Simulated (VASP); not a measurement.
**VASP 6.6.1, PBEsol relaxation of cell and atoms, TePb (rocksalt)**

INCAR

```
EDIFF = 1E-7
ISIF = 3
EDIFFG = -5E-3
LCHARG = .FALSE.
IBRION = 2
LWAVE = .FALSE.
NELM = 120
ENCUT = 600
ISMEAR = -1
GGA = PS
PREC = Accurate
NBANDS = 17
SIGMA = 0.02
LASPH = .TRUE.
LREAL = .FALSE.
NSW = 40
```

KPOINTS

```
KPOINTS created by Atomic Simulation Environment
0
Gamma
6 6 6
0 0 0
```

POSCAR

```
Pb Te
 1.0000000000000000
     0.0000000000000000    3.2846542105862091    3.2846542105862091
     3.2846542105862091    0.0000000000000000    3.2846542105862091
     3.2846542105862091    3.2846542105862091    0.0000000000000000
 Pb  Te
   1   1
Cartesian
  0.0000000000000000 -0.0000000000000000 -0.0000000000000000
  3.2846542105862091  3.2846542105862091  3.2846542105862091
```

VASP ran with the recommended PBE PAW datasets (20 valence electrons in the cell).

Command

```
mpirun -np 1 vasp_std
```

OSZICAR

```
N       E                     dE             d eps       ncg     rms          rms(c)
DAV:   1     0.154787746233E+03    0.15479E+03   -0.10035E+04   544   0.128E+03
DAV:   2     0.270111596949E+01   -0.15209E+03   -0.14822E+03   546   0.311E+02
DAV:   3    -0.809280354255E+01   -0.10794E+02   -0.10738E+02   733   0.873E+01
DAV:   4    -0.836688041552E+01   -0.27408E+00   -0.27396E+00   688   0.154E+01
DAV:   5    -0.837798790033E+01   -0.11107E-01   -0.11107E-01   801   0.282E+00    0.345E+00
DAV:   6    -0.826590355003E+01    0.11208E+00   -0.23890E-01   800   0.372E+00    0.214E+00
DAV:   7    -0.825994871194E+01    0.59548E-02   -0.71120E-02   696   0.141E+00    0.887E-01
DAV:   8    -0.826025732741E+01   -0.30862E-03   -0.81930E-03   686   0.915E-01    0.127E-01
DAV:   9    -0.826018732425E+01    0.70003E-04   -0.10641E-03   800   0.334E-01    0.469E-02
DAV:  10    -0.826018340594E+01    0.39183E-05   -0.10479E-04   712   0.906E-02    0.219E-02
DAV:  11    -0.826018512305E+01   -0.17171E-05   -0.25534E-05   730   0.376E-02    0.150E-02
DAV:  12    -0.826018503442E+01    0.88629E-07   -0.15396E-06   636   0.857E-03    0.988E-03
DAV:  13    -0.826018474771E+01    0.28671E-06   -0.22023E-07   616   0.354E-03    0.476E-03
DAV:  14    -0.826018476442E+01   -0.16709E-07   -0.24033E-07   502   0.445E-03
   1 F= -.82601848E+01 E0= -.82601848E+01  d E =-.826018E+01
```

From OUTCAR

```
k-points           NKPTS =     16   k-points in BZ     NKDIM =     16   number of bands    NBANDS=     17

   NELECT =      20.0000    total number of electrons

   dimension x,y,z NGX =    36 NGY =   36 NGZ =   36
   dimension x,y,z NGXF=    72 NGYF=   72 NGZF=   72

  energy-cutoff  :      600.00
  volume of cell :       66.90
      direct lattice vectors                 reciprocal lattice vectors
     0.000000000  3.222008195  3.222008195    -0.155182721  0.155182721  0.155182721
     3.222008195  0.000000000  3.222008195     0.155182721 -0.155182721  0.155182721
     3.222008195  3.222008195  0.000000000     0.155182721  0.155182721 -0.155182721

 k-points in reciprocal lattice and weights: KPOINTS created by Atomic Simulation Env
   0.00000000  0.00000000  0.00000000       0.005
   0.16666667  0.00000000  0.00000000       0.037
   0.33333333  0.00000000  0.00000000       0.037
   0.50000000  0.00000000  0.00000000       0.019
   0.16666667  0.16666667  0.00000000       0.028
   0.33333333  0.16666667  0.00000000       0.111
   0.50000000  0.16666667  0.00000000       0.111
  -0.33333333  0.16666667  0.00000000       0.111
   ...

 E-fermi :   5.8940

 k-point     1 :       0.0000    0.0000    0.0000
  band No.  band energies     occupation
      1     -11.0765      2.00000
      2     -11.0765      2.00000
      3     -11.0648      2.00000
      4     -11.0648      2.00000
      5     -11.0648      2.00000
      6      -6.5353      2.00000
      7      -0.0258      2.00000
      8       4.2031      2.00000
      9       4.2031      2.00000
     10       4.2031      2.00000
     11       9.6344      0.00000
     12       9.6344      0.00000
     13       9.6344      0.00000
     14      11.3069      0.00000
     15      11.3069      0.00000
     16      11.3069      0.00000
     17      12.7724      0.00000

 k-point     2 :       0.1667    0.0000    0.0000
  band No.  band energies     occupation
      1     -11.0799      2.00000
      2     -11.0799      2.00000
      3     -11.0642      2.00000
      4     -11.0608      2.00000
      5     -11.0608      2.00000
      6      -6.2953      2.00000
      7      -0.7722      2.00000
      8       4.2753      2.00000
      9       4.2753      2.00000
     10       4.6001      2.00000
     11       8.4237      0.00000
     12       8.6856      0.00000
     13       8.6856      0.00000
     14      11.1319      0.00000
     15      11.8201      0.00000
     16      11.8201      0.00000
     17      14.4755      0.00000

 k-point     3 :       0.3333    0.0000    0.0000
  band No.  band energies     occupation
      1     -11.0880      2.00000
      2     -11.0880      2.00000
      3     -11.0630      2.00000
      4     -11.0514      2.00000
      5     -11.0514      2.00000
      6      -5.6386      2.00000
      7      -2.1978      2.00000
      8       4.4929      2.00000
      9       4.4929      2.00000
     10       5.1769      2.00000
     11       6.9671      0.00000
     12       7.3815      0.00000
     13       7.3815      0.00000
     14      12.0843      0.00000
     15      13.1928      0.00000
     16      13.1928      0.00000
     17      16.5296      0.00000

 k-point     4 :       0.5000    0.0000    0.0000
  band No.  band energies     occupation
      1     -11.0922      2.00000
      2     -11.0922      2.00000
      3     -11.0626      2.00000
      4     -11.0466      2.00000
      5     -11.0466      2.00000
      6      -5.0718      2.00000
      7      -3.0814      2.00000
      8       4.6715      2.00000
      9       4.6715      2.00000
     10       5.5690      2.00000
     11       6.2194      0.00000
     12       6.7919      0.00000
     13       6.7919      0.00000
     14      13.8664      0.00000
     15      14.7817      0.00000
     16      14.8047      0.00000
     17      14.8047      0.00000

 k-point     5 :       0.1667    0.1667    0.0000
  band No.  band energies     occupation
      1     -11.0886      2.00000
      2     -11.0735      2.00000
      3     -11.0675      2.00000
      4     -11.0583      2.00000
      5     -11.0583      2.00000
      6      -6.2159      2.00000
      7      -0.8086      2.00000
      8       3.7607      2.00000
      9       3.7607      2.00000
     10       5.2265      2.00000
     11       7.2729      0.00000
     12       9.7553      0.00000
     13       9.7553      0.00000
     14      10.1086      0.00000
     15      12.6623      0.00000
     16      12.6623      0.00000
     17      13.5603      0.00000

 k-point     6 :       0.3333    0.1667    0.0000
  band No.  band energies     occupation
      1     -11.1004      2.00000
      2     -11.0767      2.00000
      3     -11.0667      2.00000
      4     -11.0525      2.00000
      5     -11.0496      2.00000
      6      -5.7004      2.00000
      7      -1.7406      2.00000
      8       3.5951      2.00000
      9       3.6680      2.00000
     10       4.3427      2.00000
     11       7.7724      0.00000
     12       8.9860      0.00000
     13       9.1279      0.00000
     14      10.3517      0.00000
     15      13.6918      0.00000
     16      14.0019      0.00000
     17      15.3607      0.00000

 k-point     7 :       0.5000    0.1667    0.0000
  band No.  band energies     occupation
      1     -11.1038      2.00000
      2     -11.0848      2.00000
      3     -11.0614      2.00000
      4     -11.0499      2.00000
      5     -11.0448      2.00000
      6      -5.0275      2.00000
      7      -2.7922      2.00000
      8       3.1907      2.00000
      9       3.8849      2.00000
     10       4.2661      2.00000
     11       7.7173      0.00000
     12       8.0069      0.00000
     13       8.8348      0.00000
     14      11.7933      0.00000
     15      14.4938      0.00000
     16      14.9670      0.00000
     17      15.4573      0.00000

 k-point     8 :      -0.3333    0.1667    0.0000
  band No.  band energies     occupation
      1     -11.0958      2.00000
      2     -11.0890      2.00000
      3     -11.0596      2.00000
      4     -11.0502      2.00000
      5     -11.0495      2.00000
      6      -5.2183      2.00000
      7      -2.5781      2.00000
      8       2.8463      2.00000
      9       4.5147      2.00000
     10       5.0004      2.00000
     11       6.9955      0.00000
     12       7.1878      0.00000
     13       9.5082      0.00000
     14      12.3126      0.00000
     15      13.0939      0.00000
     16      14.3250      0.00000
     17      15.8144      0.00000

 k-point     9 :      -0.1667    0.1667    0.0000
  band No.  band energies     occupation
      1     -11.0864      2.00000
      2     -11.0838      2.00000
      3     -11.0631      2.00000
      4     -11.0576      2.00000
      5     -11.0536      2.00000
      6      -5.9133      2.00000
      7      -1.5288      2.00000
      8       3.2639      2.00000
      9       4.7752      2.00000
     10       5.3712      2.00000
     11       7.0147      0.00000
     12       7.3449      0.00000
     13       9.6863      0.00000
     14      11.4289      0.00000
     15      11.9470      0.00000
     16      13.7246      0.00000
     17      14.0369      0.00000

 k-point    10 :       0.3333    0.3333    0.0000
  band No.  band energies     occupation
      1     -11.1223      2.00000
      2     -11.0728      2.00000
      3     -11.0676      2.00000
      4     -11.0446      2.00000
      5     -11.0446      2.00000
      6      -5.3857      2.00000
      7      -1.6275      2.00000
      8       2.6151      2.00000
      9       3.0298      2.00000
     10       3.0298      2.00000
     11       9.0886      0.00000
     12       9.8787      0.00000
     13      10.4941      0.00000
     14      10.4941      0.00000
     15      14.5838      0.00000
     16      14.7075      0.00000
     17      15.4489      0.00000

 k-point    11 :       0.5000    0.3333    0.0000
  band No.  band energies     occupation
      1     -11.1298      2.00000
      2     -11.0708      2.00000
      3     -11.0703      2.00000
      4     -11.0425      2.00000
      5     -11.0403      2.00000
      6      -4.8981      2.00000
      7      -2.1446      2.00000
      8       1.6109      2.00000
      9       3.0269      2.00000
     10       3.1599      2.00000
     11       9.2548      0.00000
     12       9.9624      0.00000
     13      10.2425      0.00000
     14      11.2257      0.00000
     15      15.1238      0.00000
     16      15.5875      0.00000
     17      16.4433      0.00000

 ...

  Total       -0.0003081     -0.0003081     -0.0003081     -0.0000000      0.0000000      0.0000000
  in kB       -0.0073790     -0.0073790     -0.0073790     -0.0000000      0.0000000      0.0000000
  external PRESSURE =      -0.0073790 kB  Pullay stress =       0.0000000 kB

 POSITION                                       TOTAL-FORCE (eV/Angst)
 -----------------------------------------------------------------------------------
      0.00000      0.00000      0.00000         0.000000      0.000000     -0.000000
      3.22201      3.22201      3.22201        -0.000000     -0.000000      0.000000
 -----------------------------------------------------------------------------------
    total drift:                               -0.000000      0.000000      0.000000

  FREE ENERGIE OF THE ION-ELECTRON SYSTEM (eV)
  ---------------------------------------------------
  free  energy   TOTEN  =        -8.2601847644 eV

  energy  without entropy=       -8.2601847622  energy(sigma->0) =       -8.26018476
```

CONTCAR

```
Pb Te
   1.00000000000000
     0.0000000000000000    3.2220081952482582    3.2220081952482582
     3.2220081952482582    0.0000000000000000    3.2220081952482582
     3.2220081952482582    3.2220081952482582    0.0000000000000000
  Pb              Te
     1     1
Direct
     0.0000000000000000    0.0000000000000000    0.0000000000000000
     0.5000000000000000    0.5000000000000000    0.5000000000000000

  0.00000000E+00  0.00000000E+00  0.00000000E+00
  0.00000000E+00  0.00000000E+00  0.00000000E+00
```

```json
{
  "relaxed cell vector lengths": "4.557, 4.557, 4.557 Å",
  "relaxed cell volume": "66.90 Å³"
}
```

The run was restarted once from its relaxed cell; OSZICAR and OUTCAR are the second run's.

The run (the restart alone) took about 20 s on one core of a shared host (Intel Xeon Platinum 8488C) and held 0.2 GiB at most.
